How much of a metal's electronic structure can be had by treating its outer electrons as free particles in a box? Gold is a hard test. Each atom brings one 6s electron, which spreads through the crystal, and a filled 5d shell, which stays compact. The density of states, the number of places for electrons per unit of energy, shows at which energies the box picture gives the right count and at which it fails.

Density of states of hcp gold (relaxed cell, 2 atoms, 17.59 Å³ per atom), computed with Ansatz 0.2.0: r2SCAN, plane-wave PAW, scalar-relativistic, not spin-polarized, 500 eV cutoff, 16 × 16 × 10 k-point mesh, Gaussian smearing of 0.05 eV. The densities use the tetrahedron method and are averaged over 0.3 eV; s and d are projections summed over both atoms.

```tsv
energy from the Fermi level (eV)	total (states/(eV cell))	s (states/(eV cell))	d (states/(eV cell))
-3.8	3.73	0.14	3.53
-3.5	3.40	0.12	3.22
-3.2	3.15	0.09	3.02
-2.9	3.35	0.08	3.23
-2.6	4.40	0.09	4.28
-2.3	5.69	0.12	5.55
-2.0	3.02	0.14	2.86
-1.7	0.56	0.16	0.37
-1.4	0.53	0.19	0.31
-1.1	0.53	0.21	0.27
-0.8	0.52	0.23	0.23
-0.5	0.53	0.24	0.21
-0.2	0.55	0.25	0.19
0.1	0.59	0.27	0.17
0.4	0.55	0.26	0.14
0.7	0.53	0.25	0.12
1.0	0.50	0.24	0.10
1.3	0.50	0.24	0.09
1.6	0.53	0.25	0.09
1.9	0.59	0.29	0.09
2.2	0.53	0.27	0.07
2.5	0.52	0.27	0.06
2.8	0.57	0.31	0.06
3.1	0.51	0.27	0.05
3.4	0.44	0.23	0.03
3.7	0.42	0.23	0.03
4.0	0.56	0.39	0.04
4.3	0.66	0.41	0.05
4.6	0.68	0.30	0.04
4.9	0.71	0.24	0.03
```

The energy is counted from the Fermi level, up to which the states are filled. "Total" is the whole density for a cell of two atoms; "s" and "d" are the parts found in orbitals of those shapes on the atoms. The remainder belongs to neither column; much of it should be of 6p shape, for which the calculation had no projection.

## The smooth line to compare with

The box holds two electrons, one from each atom, in the volume of the cell. Free electrons fill a sphere of wave vectors, and its radius follows from the electron density alone. With 17.59 Å³ for each electron, the Fermi energy above the bottom of the band is about 3.8 eV Å² × (3π²/17.59 Å³)^(2/3) ≈ 5.4 eV. The prefactor is ħ²/2m, with m the ordinary electron mass.

The number of states below an energy ε, measured from the band bottom, grows as ε^(3/2) and must reach two at the Fermi energy E_F. Its slope is the density of states, g = (3/E_F) √(ε/E_F). For the row at 0.1 eV, ε is 5.5 eV, so g = (3/5.4) × √(5.5/5.4) ≈ 0.56 states per eV. The table has 0.59, and no value of the table went into the estimate.

## From −3.8 to −2.0 eV: the d band

The first seven rows break the pattern by an order of magnitude. At −2.3 eV the total is 5.69, more than thirteen times the free-electron value. Summed over these rows, the excess is about 7 states per cell, and the d column alone holds nearly 8. The numbers leave no doubt about which orbitals are responsible.

The height of the block follows from the size of the orbital. A 5d orbital overlaps little with its neighbours, so its levels spread over only a few eV. The calculated band energies put the d bands roughly between 7 and 2 eV below the Fermi level. Twenty d places per cell over 5 eV make about 4 states per eV, which is the size of the values in this stretch. The same reasoning serves for other metals with a d shell: count the places and divide by the width of the band.

Between −2.0 and −1.7 eV the total drops by a factor of five. This is the upper edge of the d band, somewhat blurred by the averaging over energy. Its position deserves caution, because the calculation leaves out spin–orbit coupling, which splits the 5d level of a gold atom by roughly 1.5 eV. The coupling would shift the edge and reshape the peaks. The levels of a density functional are also only approximate energies for removing an electron, so neither edge nor peaks should be matched closely to a photoemission spectrum.

## From −1.7 eV to the Fermi level: a good match with a hidden side

Here the total settles between 0.5 and 0.6, and the simple line comes into its own. From −0.8 to 0.4 eV it stays within about 5% of the table. For a quick estimate of a property that depends on the density at the Fermi level, such as the electronic heat capacity, the box would serve well.

Yet the states are not those of free electrons. At 0.1 eV, 29% of the total is still d. The d band itself ends well below this energy, but the spreading states have mixed with its orbitals. If a spreading state at energy E couples with strength V to a d level at E_d, perturbation theory gives it a d share of about V²/(E − E_d)². The share shrinks with distance from the d band, as the d column does through this stretch.

This mixing probably also helps to keep the total flat. Just above the d levels it makes the energy of a band rise more slowly with the wave vector, which packs more states into each eV. The effect fades with distance from the d band, while the free-electron density grows. From −1.7 to 0.7 eV the d part falls by 0.25 while everything else rises by 0.22. The level total is the sum of two slopes that nearly cancel.

The bottom of the band gives a second warning. The calculation puts the lowest valence level almost 10 eV below the Fermi level, where the box has 5.4 eV. A free-electron curve started from that deeper level would give 0.75 at 0.1 eV, more than a quarter too much. A likely part of the reason is that the d levels lie in between and, through mixing, push the spreading states above them upwards. The band as a whole is no free-electron parabola, even though its density near the Fermi level resembles one.

## From 0.4 to 3.7 eV: the rise that does not come

Above the Fermi level the free-electron density should keep growing with the square root of energy. The total stays level instead and then sags. At 3.7 eV it is 0.42 where the box has 0.72, a shortfall of 42% relative to the model. This second break is much smaller than the d block, but it touches the heart of the picture, because at this energy only about 7% of the total is still d.

The likely cause is that the electrons are not in an empty box but among regularly spaced layers of atoms. A wave whose length is twice the layer spacing is reflected, and its forward and backward versions combine into two standing waves. One piles up charge on the layers and the other between them, so their energies differ. The simplest system with this behaviour is a chain of atoms with a weak periodic potential, where the splitting opens a gap with no states at all. In this crystal the comparison holds for one direction at a time: other directions still supply states, and the density is lowered without vanishing.

The calculated levels show such a pair. For waves of this length along the stacking axis, the box predicts two equal levels 1.0 eV above the Fermi level. At the corresponding point the calculation has just two levels between the d bands and 15 eV, at −0.84 and 2.60 eV. Their midpoint, 0.88 eV, lies close to the prediction, while their separation of 3.4 eV measures how far the lattice and the mixing with d orbitals drive them apart.

One pair of levels does not account for the whole shortfall. Standard band theory supplies the next step: where a surface of constant energy meets a plane of reflection, part of the surface is cut away, and with it part of the density. The deepest point of the sag, at 3.7 eV, lies above both levels of the pair. Reflection from other sets of atomic planes is a plausible source of it, but that remains a guess.

## From 4.0 to 4.9 eV: the density returns

The last four rows climb back towards the free-electron line. From 3.7 to 4.3 eV the total gains 0.24, and s supplies 0.18 of it. After that s falls again, while the part that is neither s nor d grows from 0.20 at 4.3 eV to 0.44 at 4.9 eV. In gold at these energies this part should be largely of 6p character.

A sudden gain in one kind of orbital suggests that, for some directions of the wave vector, a new band begins there, with s-like states at its lower edge. It would be the counterpart of the sag: states that reflection has pushed up in energy reappear above the gap in those directions. The table shows the change of character, whereas the new band edge is an inference. Its exact energy would also depend on the stacking of the layers, which is hexagonal here and cubic in ordinary gold.

By 4.9 eV the total is within 8% of the free-electron value. That does not make the electrons free again, just as the match at the Fermi level did not. A density of states counts places at each energy and is blind to how the states were rearranged to get there. The s and d columns reveal part of what the total conceals.

The output below compares the free-electron curve, set only by the volume and the electron count, with the table, and sets beside it a constant adjusted to the rows from −1.7 to 3.1 eV. The constant follows those rows more closely, with a typical miss of 0.03 against 0.09 states per eV. It does so because the total lies above the free-electron curve at the lower end of this stretch and well below it at the upper end.

The analysis program printed:

```
free-electron Fermi energy above band bottom, two electrons per cell (eV): 5.391
free-electron density at -2.3 eV (states/eV cell): 0.4214
total over free-electron density at -2.3 eV (ratio): 13.5
states above the free-electron curve, rows -3.8 to -2.0 eV (states/cell): 7.234
d states in the same rows (states/cell): 7.707
total at -2.0 eV over total at -1.7 eV (ratio): 5.393
free-electron density at -1.7 eV (states/eV cell): 0.4605
free-electron density at -0.5 eV (states/eV cell): 0.5301
free-electron density at 0.1 eV (states/eV cell): 0.5616
density at 0.1 eV if the curve starts at the calculated band bottom (states/eV cell): 0.7526
d share of total at 0.1 eV (percent): 28.81
change of d from -1.7 to 0.7 eV (states/eV cell): -0.25
change of total without d from -1.7 to 0.7 eV (states/eV cell): 0.22
mean total, rows -1.7 to 3.1 eV (states/eV cell): 0.5376
rms miss of that constant, same rows (states/eV cell): 0.02646
rms miss of free-electron curve, same rows (states/eV cell): 0.09334
free-electron density at 3.7 eV (states/eV cell): 0.7227
total below free-electron curve at 3.7 eV (percent): 41.88
total below free-electron curve at 4.9 eV (percent): 7.66
states missing against free electrons, rows 0.4 to 4.9 eV (states/cell): 0.6101
free-electron level of the stacking-axis waves at zone centre (eV from Fermi level): 0.9931
midpoint of the two calculated levels (eV from Fermi level): 0.88
splitting of the two calculated levels (eV): 3.444
rise of total and then of s from 3.7 to 4.3 eV, total (states/eV cell): 0.24
rise of s from 3.7 to 4.3 eV (states/eV cell): 0.18
part without projector at 4.3 eV (states/eV cell): 0.2
part without projector at 4.9 eV (states/eV cell): 0.44
```
